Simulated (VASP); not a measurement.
# Al (Pm-3n) in VASP: further runs

Runs on Al. Level: PBE. Tasks: single point, relaxation of cell and atoms.

All numbers are computed with VASP 6.6.1; they aren't measurements. Logs are shortened: lines on timing, memory, paths and dates and some standing lists are left out, and cuts for length are marked.

## (1) The crystal as given

Symmetry: Pm-3n, No. 223, cubic system. The conventional cell has a = 5.134 Å, b = 5.134 Å, c = 5.134 Å, α = 90.00°, β = 90.00°, γ = 90.00°. Al (site symmetry m-3) is surrounded by 12 Al at 2.87 Å. Around Al (site symmetry -4m2) lie 6 Al at 2.57 to 2.87 Å.

The cell was built by a generator and needn't be a form met in nature.

## (2) Single point, PBE

INCAR

```
PREC     = Accurate       # precision mode
ENCUT    = 520            # plane-wave cutoff, eV
EDIFF    = 1E-6           # SCF threshold, eV
ISMEAR   = 0              # smearing method
SIGMA    = 0.1            # smearing width, eV
LREAL    = F              # projectors in reciprocal space
LASPH    = T              # aspherical terms in the spheres
NELM     = 80             # most SCF steps
ALGO     = Normal         # electronic algorithm
ISIF     = 2              # what is computed and relaxed
LWAVE    = F              # write WAVECAR
LCHARG   = F              # write CHGCAR
GGA      = PE             # functional
NBANDS   = 22             # bands
```

KPOINTS

```
Automatic mesh
0
Gamma
  8 8 8
```

POSCAR

```
Al
1.0
    5.1336248043      0.0000000000      0.0000000000
    0.0000000000      5.1336248043      0.0000000000
    0.0000000000      0.0000000000      5.1336248043
Al
8
Direct
    0.5000000000      0.5000000000      0.5000000000
    0.0000000000      0.0000000000      0.0000000000
    0.2500000000      0.0000000000      0.5000000000
    0.5000000000      0.2500000000      0.0000000000
    0.5000000000      0.7500000000      0.0000000000
    0.7500000000      0.0000000000      0.5000000000
    0.0000000000      0.5000000000      0.7500000000
    0.0000000000      0.5000000000      0.2500000000
```

Potentials or basis: VASP PAW PBE potentials, release 64 (Al).

Command:

```
> cat potpaw_PBE.64/Al/POTCAR > POTCAR
> mpirun -np 1 vasp_std > vasp.out
```

OUTCAR:

```text
PREC = Accurate
   ENCUT = 520
   EDIFF = 1E-6
   ISMEAR = 0
   LREAL = F
   LASPH = T
   NELM = 80
   ISIF = 2
   GGA = PE

 ion  position               nearest neighbor table
   1  0.500  0.500  0.500-   3 2.87   4 2.87   5 2.87   6 2.87   7 2.87   8 2.87   4 2.87   5 2.87
                             3 2.87   6 2.87   7 2.87   8 2.87
   2  0.000  0.000  0.000-   3 2.87   4 2.87   5 2.87   6 2.87   7 2.87   8 2.87   3 2.87   6 2.87
                             7 2.87   8 2.87   4 2.87   5 2.87
   3  0.250  0.000  0.500-   6 2.57   6 2.57   1 2.87   2 2.87   1 2.87   2 2.87   4 3.14   5 3.14
                             4 3.14   5 3.14   8 3.14   7 3.14   8 3.14   7 3.14
   4  0.500  0.250  0.000-   5 2.57   5 2.57   1 2.87   1 2.87   2 2.87   2 2.87   3 3.14   6 3.14
                             6 3.14   3 3.14   8 3.14   7 3.14   7 3.14   8 3.14
   5  0.500  0.750  0.000-   4 2.57   4 2.57   1 2.87   1 2.87   2 2.87   2 2.87   3 3.14   6 3.14
                             6 3.14   3 3.14   8 3.14   7 3.14   7 3.14   8 3.14
   6  0.750  0.000  0.500-   3 2.57   3 2.57   1 2.87   2 2.87   1 2.87   2 2.87   4 3.14   5 3.14
                             5 3.14   4 3.14   8 3.14   7 3.14   8 3.14   7 3.14
   7  0.000  0.500  0.750-   8 2.57   8 2.57   1 2.87   2 2.87   2 2.87   1 2.87   3 3.14   4 3.14
                             5 3.14   3 3.14   6 3.14   6 3.14   4 3.14   5 3.14
   8  0.000  0.500  0.250-   7 2.57   7 2.57   1 2.87   2 2.87   2 2.87   1 2.87   3 3.14   4 3.14
                             5 3.14   3 3.14   6 3.14   6 3.14   4 3.14   5 3.14

  LATTYP: Found a simple cubic cell.
 ALAT       =     5.1336248043

  Lattice vectors:

 A1 = (   5.1336248043,   0.0000000000,   0.0000000000)
 A2 = (   0.0000000000,   5.1336248043,   0.0000000000)
 A3 = (   0.0000000000,   0.0000000000,   5.1336248043)

Analysis of symmetry for initial positions (statically):
=====================================================================
 Subroutine PRICEL returns:
 Original cell was already a primitive cell.

 Routine SETGRP: Setting up the symmetry group for a
 simple cubic supercell.

 Subroutine GETGRP returns: Found 48 space group operations
 (whereof 24 operations were pure point group operations)
 out of a pool of 48 trial point group operations.

The static configuration has the point symmetry T_h .
 The point group associated with its full space group is O_h .

Analysis of symmetry for dynamics (positions and initial velocities):
=====================================================================
 Subroutine PRICEL returns:
 Original cell was already a primitive cell.

 Routine SETGRP: Setting up the symmetry group for a
 simple cubic supercell.

 Subroutine GETGRP returns: Found 48 space group operations
 (whereof 24 operations were pure point group operations)
 out of a pool of 48 trial point group operations.

The dynamic configuration has the point symmetry T_h .
 The point group associated with its full space group is O_h .

 Subroutine INISYM returns: Found 48 space group operations
 (whereof 24 operations are pure point group operations),
 and found     1 'primitive' translations

----------------------------------------------------------------------------------------

                                     Primitive cell

  volume of cell :     135.2921

  direct lattice vectors                    reciprocal lattice vectors
     5.133624804  0.000000000  0.000000000     0.194794134  0.000000000  0.000000000
     0.000000000  5.133624804  0.000000000     0.000000000  0.194794134  0.000000000
     0.000000000  0.000000000  5.133624804     0.000000000  0.000000000  0.194794134

  length of vectors
     5.133624804  5.133624804  5.133624804     0.194794134  0.194794134  0.194794134

  position of ions in fractional coordinates (direct lattice)
     0.500000000  0.500000000  0.500000000
     0.000000000  0.000000000  0.000000000
     0.250000000  0.000000000  0.500000000
     0.500000000  0.250000000  0.000000000
     0.500000000  0.750000000  0.000000000
     0.750000000  0.000000000  0.500000000
     0.000000000  0.500000000  0.750000000
     0.000000000  0.500000000  0.250000000

  ion indices of the primitive-cell ions
   primitive index   ion index
                 1           1
                 2           2
                 3           3
                 4           4
                 5           5
                 6           6
                 7           7
                 8           8

----------------------------------------------------------------------------------------

 KPOINTS: Automatic mesh

Automatic generation of k-mesh.
 Grid dimensions read from file:
 generate k-points for:    8    8    8

 Generating k-lattice:

  Cartesian coordinates                     Fractional coordinates (reciprocal lattice)
     0.024349267  0.000000000  0.000000000     0.125000000  0.000000000  0.000000000
     0.000000000  0.024349267  0.000000000     0.000000000  0.125000000  0.000000000
     0.000000000  0.000000000  0.024349267     0.000000000  0.000000000  0.125000000

  Length of vectors
     0.024349267  0.024349267  0.024349267

  Shift w.r.t. Gamma in fractional coordinates (k-lattice)
     0.000000000  0.000000000  0.000000000

 Subroutine IBZKPT returns following result:
 ===========================================

 Found     35 irreducible k-points:

 Following reciprocal coordinates:
            Coordinates               Weight
  0.000000  0.000000  0.000000      1.000000
  0.125000  0.000000  0.000000      6.000000
  0.250000  0.000000  0.000000      6.000000
  0.375000  0.000000  0.000000      6.000000
  0.500000  0.000000  0.000000      3.000000
  0.125000  0.125000  0.000000     12.000000
[... 16 lines left out ...]
  0.375000  0.375000  0.125000     24.000000
  0.500000  0.375000  0.125000     24.000000
 [... further k-points ...]
   k-points           NKPTS =     35   k-points in BZ     NKDIM =     35   number of bands    NBANDS=     22
   number of dos      NEDOS =    301   number of ions     NIONS =      8
   total plane-waves  NPLWV =  64000
   dimension x,y,z NGX =    40 NGY =   40 NGZ =   40
   dimension x,y,z NGXF=    80 NGYF=   80 NGZF=   80
   ions per type =               8
   NGX,Y,Z   is equivalent  to a cutoff of  12.95, 12.95, 12.95 a.u.
   NGXF,Y,Z  is equivalent  to a cutoff of  25.91, 25.91, 25.91 a.u.
 SYSTEM =  unknown system
   PREC   = accura    normal or accurate (medium, high low for compatibility)
   ISTART =      0    job   : 0-new  1-cont  2-samecut
   ICHARG =      2    charge: 1-file 2-atom 10-const
   ISPIN  =      1    spin polarized calculation?
   LNONCOLLINEAR =      F non collinear calculations
   LSORBIT =      F    spin-orbit coupling
   LASPH  =      T    aspherical Exc in radial PAW
   ENCUT  =  520.0 eV  38.22 Ry    6.18 a.u.   9.55  9.55  9.55*2*pi/ulx,y,z
   NELM   =     80;   NELMIN=  2; NELMDL= -5     # of ELM steps
   EDIFF  = 0.1E-05   stopping-criterion for ELM
   LREAL  =      F    real-space projection
   EDIFFG = 0.1E-04   stopping-criterion for IOM
   NSW    =      0    number of steps for IOM
   IBRION =     -1    ionic relax: 0-MD 1-quasi-New 2-CG
   NFREE  =      0    steps in history (QN), initial steepest desc. (CG)
   ISIF   =      2    stress and relaxation
   ISYM   =      2    0-nonsym 1-usesym 2-fastsym
   POTIM  = 0.5000    time-step for ionic-motion
   TEBEG  =    0.0;   TEEND  =   0.0 temperature during run
   PSTRESS=    0.0 pullay stress
   NELECT =      24.0000    total number of electrons
   NUPDOWN=      -1.0000    fix difference up-down
   EMIN   =  10.00;   EMAX   =-10.00  energy-range for DOS
   EFERMI =   0.00;   METHOD = LEGACY
   ISMEAR =     0;   SIGMA  =   0.10  broadening in eV -4-tet -1-fermi 0-gaus
   EFERMI_NEDOS =   21; number of points for ismear=-14 and -15
   IALGO  =     38    algorithm
   IMIX   =      4    mixing-type and parameters
     AMIX     =   0.40;   BMIX     =  1.00
     AMIX_MAG =   1.60;   BMIX_MAG =  1.00
  volume/ion in A,a.u.               =      16.91       114.12
  Fermi-wavevector in a.u.,A,eV,Ry     =   0.919859  1.738281 11.512434  0.846140
  Thomas-Fermi vector in A             =   2.045100
   LORBIT       =      0    0 simple, 1 ext, 2 COOP (PROOUT), +10 PAW based schemes
   GGA     = PE    functional components
   LHFCALC =     F    Hartree Fock is set to
   AEXX    =    0.0000 exact exchange contribution
   IVDW    =     0    specifies the selected vdW correction
   LEPSILON=     F    determine dielectric tensor
   LRPA    =     F    only Hartree local field effects (RPA)
 non-spin polarized calculation
 Gauss-broadening in eV      SIGMA  =   0.10
  energy-cutoff  :      520.00
  volume of cell :      135.29
 maximum number of plane-waves:      3743
 NGX is ok and might be reduce to    40
   NGX = 19   NGY = 19   NGZ = 19

 number of electron      23.9999999 magnetization

 Free energy of the ion-electron system (eV)
  ---------------------------------------------------
  ext. energy  EPLUGINS =         0.00000000
  ---------------------------------------------------
  free energy    TOTEN  =       -29.34973717 eV

  energy without entropy =      -29.33243792  energy(sigma->0) =      -29.34108754

 E-fermi :   7.7846     XC(G=0): -10.1005

 val. band max:        7.7779080553   @ k =   0.5000   0.1250   0.0000
 cond. band min:       7.7882252125   @ k =   0.3750   0.3750   0.0000
 fundamental gap:      0.0103171572
 Fermi energy:         7.7845642052

 k-point     1 :       0.0000    0.0000    0.0000
  band No.  band energies     occupation
      1      -3.2279      2.00000
      2       2.0604      2.00000
      3       2.0604      2.00000
      4       2.0604      2.00000
      5       2.4960      2.00000
      6       2.4960      2.00000
[... 14 lines left out ...]
     21      12.7624      0.00000
     22      12.7624      0.00000

 k-point     2 :       0.1250    0.0000    0.0000
  band No.  band energies     occupation
      1      -3.1403      2.00000
      2       0.9919      2.00000
      3       2.1450      2.00000
      4       2.1451      2.00000
      5       2.5791      2.00000
      6       2.5791      2.00000
[... 14 lines left out ...]
     21      11.7907      0.00000
     22      11.7907      0.00000
[... 523 lines left out ...]
     21      12.6826      0.00000
     22      12.7646      0.00000

 k-point    24 :       0.5000    0.3750    0.1250
  band No.  band energies     occupation
      1      -0.9669      2.00000
      2      -0.9665      2.00000
      3       0.4039      2.00000
      4       0.4081      2.00000
      5       3.0727      2.00000
      6       3.1106      2.00000
[... 14 lines left out ...]
     21      12.5313      0.00000
     22      12.5352      0.00000

 [... further k-points ...]
[... 5 lines left out ...]
  --------------------------------------------------------------------------------------
  -------------------------------------------------------------------------------------
  Total       -0.0190899     -0.0190899     -0.0190899      0.0000000      0.0000000      0.0000000
  in kB       -0.2260698     -0.2260698     -0.2260698      0.0000000      0.0000000      0.0000000
  external PRESSURE =      -0.2260698 kB  Pullay stress =       0.0000000 kB

 VOLUME and BASIS-vectors are now :
 -----------------------------------------------------------------------------
  energy-cutoff  :      520.00
  volume of cell :      135.29
      direct lattice vectors                 reciprocal lattice vectors
     5.133624804  0.000000000  0.000000000     0.194794134  0.000000000  0.000000000
     0.000000000  5.133624804  0.000000000     0.000000000  0.194794134  0.000000000
     0.000000000  0.000000000  5.133624804     0.000000000  0.000000000  0.194794134

 POSITION                                       TOTAL-FORCE (eV/Angst)
 -----------------------------------------------------------------------------------
      2.56681      2.56681      2.56681         0.000000     -0.000000      0.000000
      0.00000      0.00000      0.00000         0.000000     -0.000000      0.000000
      1.28341      0.00000      2.56681        -0.000000      0.000000      0.000000
      2.56681      1.28341      0.00000        -0.000000     -0.000000     -0.000000
      2.56681      3.85022      0.00000        -0.000000     -0.000000      0.000000
      3.85022      0.00000      2.56681         0.000000     -0.000000     -0.000000
      0.00000      2.56681      3.85022         0.000000     -0.000000     -0.000000
      0.00000      2.56681      1.28341        -0.000000      0.000000      0.000000
 -----------------------------------------------------------------------------------
    total drift:                               -0.000000      0.000000     -0.000000

  FREE ENERGIE OF THE ION-ELECTRON SYSTEM (eV)
  ---------------------------------------------------
  free  energy   TOTEN  =       -29.3497371671 eV

  energy  without entropy=      -29.3324379184  energy(sigma->0) =      -29.34108754
```

Wall time 63 s (1 thread of Intel Xeon Platinum 8488C (Sapphire Rapids), shared host); peak memory 0.26 GiB.

What came out:

```yaml
Free_energy: -29.3497 eV
Pressure: 0.0 GPa
Band_gap_on_the_k_mesh: none (metal or under the smearing width)
```

[end of part 1 of 2]
